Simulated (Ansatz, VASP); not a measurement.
## Two plane-wave programs on Te2Mo

```xyz
12
Lattice="6.3300 0.0000 0.0000 0.0000 3.4690 0.0000 -0.9468 0.0000 13.8276" Properties=species:S:1:pos:R:3 pbc="T T T"
Te    5.4013    2.6018    8.3588
Te   -0.0181    0.8672    5.4688
Te    4.9099    0.8672   11.7728
Te    0.4733    2.6018    2.0548
Te    1.7550    2.6018   12.3826
Te    3.6282    0.8672    1.4450
Te    2.1916    0.8672    8.9658
Te    3.1917    2.6018    4.8618
Mo    4.2299    2.6018   13.7253
Mo    1.1533    0.8672    0.1023
Mo    3.8493    0.8672    6.8225
Mo    1.5339    2.6018    7.0051
```

Alike in both runs: task single point; functional PBE; k mesh 4 × 8 × 2; occupations gaussian, width 0.011 eV; no spin polarisation.

|  | VASP | Ansatz |
| --- | --- | --- |
| version | VASP 6.6.1 | Ansatz 0.2.0 |
| potentials or method | VASP PAW PBE potentials, release 64 (Te, Mo_sv) | Ansatz PAW |
| plane-wave cutoff (eV) | 520 | 420 |
| valence electrons in the cell | 104 | 184 |

Ansatz gave:

- gap on the k mesh at the Fermi level (eV): none
- pressure (GPa): 2.5
- largest component of the traceless stress (GPa): 0.25
- rms of the force components (eV/Å): 0.065

What did VASP give for the same quantities?

gap on the k mesh at the Fermi level (eV): none; pressure (GPa): 2.5; largest component of the traceless stress (GPa): 0.26; rms of the force components (eV/Å): 0.066.

Atom by atom the forces differ by 0.007 eV/Å (rms over components). A gap of «none» marks a metal or a gap that the smearing closes. The two sets of potentials don't hold the same shells in valence.

The runs have no spin-orbit coupling, so splittings on Te are missing.
